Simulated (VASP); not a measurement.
A run of VASP 6.6.1 is set up as follows.

File INCAR:

```
ALGO = Normal
EDIFF = 1E-7
ENCUT = 520
GGA = PS
ISIF = 2
ISMEAR = -1
LASPH = True
LCHARG = False
LEFG = True
LREAL = False
LWAVE = False
NELM = 60
PREC = Accurate
SIGMA = 0.02
```

The input KPOINTS:

```
k-points
0
Gamma
  3 3 3
```

Contents of POSCAR:

```
SnO
1.0
    3.7986000000      0.0000000000      0.0000000000
    0.0000000000      3.7986000000      0.0000000000
    0.0000000000      0.0000000000      4.8408000000
Sn O
2 2
Direct
    0.5000000000      0.0000000000      0.2369000000
    0.0000000000      0.5000000000      0.7631000000
    0.0000000000      0.0000000000      0.0000000000
    0.5000000000      0.5000000000      0.0000000000
```

Potentials or basis: VASP PAW PBE potentials, release 64 (Sn_d, O).

Launch:

```bash
$ cat potpaw_PBE.64/Sn_d/POTCAR potpaw_PBE.64/O/POTCAR > POTCAR
$ mpirun -np 1 vasp_std > vasp.out
```

(1) Estimate the band gap on the k mesh.

(2) Predict the largest force.

(3) Estimate the pressure.

## Answers

(1) 1.05 eV, indirect (least direct gap 2.04 eV).

(2) 0.363 eV/Å.

(3) 0.6 GPa.

Caveat: the k mesh is coarse (spacing up to 0.55 Å⁻¹), so the values aren't converged; the PAW data sets were made with another functional, which shifts forces and pressure a little; spin-orbit coupling is left out, which moves the levels of the heavy elements; an odd mesh through Γ misses points on the zone boundary, where band edges often lie.
